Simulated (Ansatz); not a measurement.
Crystal: Ge.

```xyz
2
Lattice="0.0000 2.8289 2.8289 2.8289 0.0000 2.8289 2.8289 2.8289 0.0000" Properties=species:S:1:pos:R:3 pbc="T T T"
Ge    4.2434    4.2434    4.2434
Ge    2.8289    2.8289    2.8289
```

| Quantity | Value |
| --- | --- |
| Program | Ansatz 0.2.0 |
| Task | relaxation of cell and atoms |
| Functional | RPBE |
| Potentials or basis | all-electron LAPW, scalar-relativistic |
| Basis error allowed | 0.001 eV/atom |
| k mesh | 8 × 8 × 8 |
| Occupations | fermi-dirac, width 0.05 eV |
| Spin | no spin polarisation |

At the start: volume 22.64 Å³/atom.

Task: How do energy, volume and symmetry change on relaxing?

Result: Over 5 steps the energy falls by 30.7 meV/atom and the volume is 24.59 Å³/atom (+8.6 %); space group Fd-3m (No. 227, to 0.05 Å).

Step by step:
| step | energy change (eV) | largest force (eV/Å) | volume (Å³) |
| --- | --- | --- | --- |
| 1 | 0.0000 | 0.0000 | 45.28 |
| 2 | -0.0582 | 0.0000 | 48.23 |
| 3 | -0.0614 | 0.0000 | 49.07 |
| 4 | -0.0615 | 0.0000 | 49.19 |
| 5 | -0.0615 | 0.0000 | 49.19 |

Final structure:
```
Ge
1.0
     0.00000    2.90810    2.90810
     2.90810    0.00000    2.90810
     2.90810    2.90810    0.00000
Ge
2
Cartesian
  4.3622 4.3622 4.3622
  2.9081 2.9081 2.9081
```

The cell as given is a measured one (22.64 Å³/atom); RPBE puts the equilibrium volume +8.6 % from it, thermal expansion not counted.
